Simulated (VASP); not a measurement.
Here is a VASP 6.6.1 calculation.

Contents of POSCAR:

```
Si                                      
1.0
    0.0000000000      2.7178477094      2.7178477094
    2.7178477094      0.0000000000      2.7178477094
    2.7178477094      2.7178477094      0.0000000000
  Si            
     2
Direct
     0.7500000000000000    0.7500000000000000    0.7500000000000000
     0.5000000000000000    0.5000000000000000    0.5000000000000000
```

The input INCAR.step1:

```
ALGO = Normal
EDIFF = 1E-5
ENCUT = 520
GGA = PE
ISIF = 2
ISMEAR = 0
LASPH = True
LCHARG = False
LREAL = False
LWAVE = True
NBANDS = 11
NELM = 80
PREC = Accurate
SIGMA = 0.03
```

Contents of INCAR.step2:

```
ALGO = Normal
EDIFF = 1E-7
ENCUT = 520
ISIF = 2
ISMEAR = 0
ISTART = 1
LASPH = True
LCHARG = False
LREAL = False
LWAVE = False
METAGGA = MBJ
NBANDS = 11
NELM = 80
PREC = Accurate
SIGMA = 0.03
```

Contents of KPOINTS:

```
k-points
0
Gamma
  10 10 10
```

File KPOINTS_OPT:

```
explicit points
209
Reciprocal
 0.0000000000  0.0000000000  0.0000000000 1
 0.0263157895  0.0000000000  0.0263157895 1
 0.0526315789  0.0000000000  0.0526315789 1
 0.0789473684  0.0000000000  0.0789473684 1
 0.1052631579  0.0000000000  0.1052631579 1
 0.1315789474  0.0000000000  0.1315789474 1
[... 201 lines left out ...]
 0.4250000000  0.0000000000  0.4250000000 1
 0.4500000000  0.0000000000  0.4500000000 1
```

Potentials or basis: VASP PAW PBE potentials, release 64 (Si).

The run is started by

```bash
$ cat potpaw_PBE.64/Si/POTCAR > POTCAR
$ cp INCAR.step1 INCAR
$ mpirun -np 1 vasp_std > vasp.out
$ cp INCAR.step2 INCAR
$ mpirun -np 1 vasp_std > vasp.out
```

Question: What does it give for the band gap along the path?

Answer: 1.26 eV, indirect (least direct gap 3.20 eV).

Question: What does it give for the band gap on the k mesh?

Answer: 1.27 eV, indirect (least direct gap 3.20 eV).

Levels at the corners of the path, in eV from the valence-band top:
```tsv
point	band 1	band 2	band 3	band 4	band 5	band 6	band 7	band 8
Γ	-11.75	0.00	0.00	0.00	3.20	3.20	3.20	4.16
X	-7.64	-7.64	-2.72	-2.72	1.42	1.42	11.07	11.07
X	-7.64	-7.64	-2.72	-2.72	1.42	1.42	11.07	11.07
W	-7.49	-7.49	-3.60	-3.60	4.85	4.85	5.73	5.73
W	-7.49	-7.49	-3.60	-3.60	4.85	4.85	5.73	5.73
K	-8.07	-7.05	-4.03	-2.30	1.91	4.75	8.28	8.64
K	-8.07	-7.05	-4.03	-2.30	1.91	4.75	8.28	8.64
Γ	-11.75	0.00	0.00	0.00	3.20	3.20	3.20	4.16
Γ	-11.75	0.00	0.00	0.00	3.20	3.20	3.20	4.16
L	-9.46	-6.72	-1.14	-1.14	2.21	4.03	4.03	8.59
L	-9.46	-6.72	-1.14	-1.14	2.21	4.03	4.03	8.59
U	-8.07	-7.05	-4.03	-2.30	1.91	4.75	8.28	8.64
U	-8.07	-7.05	-4.03	-2.30	1.91	4.75	8.28	8.64
W	-7.49	-7.49	-3.60	-3.60	4.85	4.85	5.73	5.73
W	-7.49	-7.49	-3.60	-3.60	4.85	4.85	5.73	5.73
L	-9.46	-6.72	-1.14	-1.14	2.21	4.03	4.03	8.59
L	-9.46	-6.72	-1.14	-1.14	2.21	4.03	4.03	8.59
K	-8.07	-7.05	-4.03	-2.30	1.91	4.75	8.28	8.64
U	-8.07	-7.05	-4.03	-2.30	1.91	4.75	8.28	8.64
X	-7.64	-7.64	-2.72	-2.72	1.42	1.42	11.07	11.07
```
